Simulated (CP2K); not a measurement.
Runs of CP2K 2026.2 on SnTe. Symmetry: F-43m, No. 216, cubic system. The conventional cell has a = 7.222 Å, b = 7.222 Å, c = 7.222 Å, α = 90.00°, β = 90.00°, γ = 90.00°. Around Te (site symmetry -43m) lie 4 Sn at 3.13 Å. Sn (site symmetry -43m) is surrounded by 4 Te at 3.13 Å. Measurements of this composition are mostly on another form, of space group No. 225.

| task | level | potentials or basis | cell | smearing | points a segment of the path (NPOINTS) | bands added on the path | gap on the mesh (eV) | pressure (GPa) |
| --- | --- | --- | --- | --- | --- | --- | --- | --- |
| single point | RPBE | POTENTIAL_UZH Te GTH-PBE-q6, Sn GTH-PBE-q4; TZVP-MOLOPT-PBE-GTH basis | the cell as VASP's run set it | gaussian 0.05 eV | - | - | 0.40 | (a) |
| single point | PBE | POTENTIAL_UZH Te GTH-PBE-q6, Sn GTH-PBE-q4; TZVP-MOLOPT-PBE-GTH basis | the cell as VASP's run set it | gaussian 0.05 eV | - | - | 0.32 | 0.4 |
| single point | PBE | POTENTIAL_UZH Te GTH-PBE-q6, Sn GTH-PBE-q4; TZVP-MOLOPT-PBE-GTH basis | the cell as VASP's run set it | gaussian 0.02 eV | - | - | 0.32 | 0.4 |
| band structure | LDA | GTH_POTENTIALS Te GTH-PADE-q6, Sn GTH-PADE-q4; TZVP-MOLOPT-PBE-GTH basis | atoms moved at random, drawn with an rms of 0.1 Å | gaussian 0.1 eV | 6 | 2 | - | -1.9 |

Alike in all rows: no spin polarisation; k mesh 7 × 7 × 7.

Question: Estimate the missing entries.

Answer: (a) 0.9.

Caveats: spin-orbit coupling is left out, which moves the levels of the heavy elements; the basis of atomic orbitals isn't converged, which shifts pressures, moduli and gaps; an odd mesh through Γ misses points on the zone boundary, where band edges often lie (some runs); the potentials were made for another functional, which shifts forces and pressure (some runs).

A k mesh can miss the band edges, and the runs leave out spin-orbit coupling on Sn, Te.
